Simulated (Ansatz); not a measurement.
# Eigenvalues along a path: Be (beta tin type)

```
CELL_PARAMETERS angstrom
-1.62515 1.62515 0.88920
1.62515 -1.62515 0.88920
1.62515 1.62515 -0.88920
ATOMIC_POSITIONS crystal
Be 0.62500 0.87500 0.75000
Be 0.37500 0.12500 0.25000
```

The cell comes from a relaxation on PAW files under the same functional, begun from a prototype that needn't be the stable phase.

All numbers are PBE results (scalar-relativistic) from Ansatz 0.2.0, with a Γ-centred 20×20×20 k mesh, Fermi–Dirac smearing of 0.08 eV, no spin polarisation. Methods: LAPW: all electrons, basis error target 1 meV/atom.

This run: volume at 0.5 of the series' base cell.

The structure type is held throughout; the real material can change phase at far lower pressure.

Path points, in fractions of the reciprocal vectors: Γ (0.000, 0.000, 0.000), X (0.000, 0.000, 0.500), M (-0.500, 0.500, 0.500), Z (0.325, 0.325, -0.325), Z0 (-0.325, 0.675, 0.325), P (0.250, 0.250, 0.250). The distance column jumps between branches of the path. Levels in eV from the Fermi level; bands 3 to 6, counted from the lowest band of the run. The gap is zero, the pressure 175.0 GPa.

```
# k(1/Å) point b3 b4 b5 b6
0.000 Γ -15.41 0.94 0.94 8.51
0.342 - -15.16 -1.44 1.37 11.16
0.683 - -14.37 -5.14 2.65 14.43
1.025 - -13.02 -8.42 4.79 11.53
1.367 X -11.05 -11.05 7.76 7.76
1.709 - -10.90 -10.90 6.07 6.07
2.050 - -10.50 -10.50 3.22 3.22
2.392 - -10.01 -10.01 1.00 1.00
2.734 M -9.77 -9.77 0.16 0.16
3.217 - -11.22 -8.92 0.27 3.08
3.700 - -13.42 -6.40 0.53 9.58
4.184 - -14.91 -2.41 0.81 13.60
4.667 Γ -15.41 0.94 0.94 8.51
5.241 - -14.70 2.05 2.05 9.76
5.815 - -12.57 4.79 4.79 6.77
6.388 - -9.05 1.85 1.85 2.97
6.962 Z -4.53 -4.16 -4.16 1.07
9.166 Z0 -4.53 -4.16 -4.16 1.07
9.475 - -6.60 -6.60 -2.28 0.61
9.785 - -8.35 -8.35 -0.79 0.38
10.094 - -9.41 -9.41 -0.10 0.26
10.404 M -9.77 -9.77 0.16 0.16
11.770 X -11.05 -11.05 7.76 7.76
12.212 - -10.54 -10.54 8.29 8.29
12.654 - -9.08 -9.08 7.96 7.96
13.095 - -6.97 -6.97 3.97 3.97
13.537 P -5.57 -5.57 1.78 1.78
```
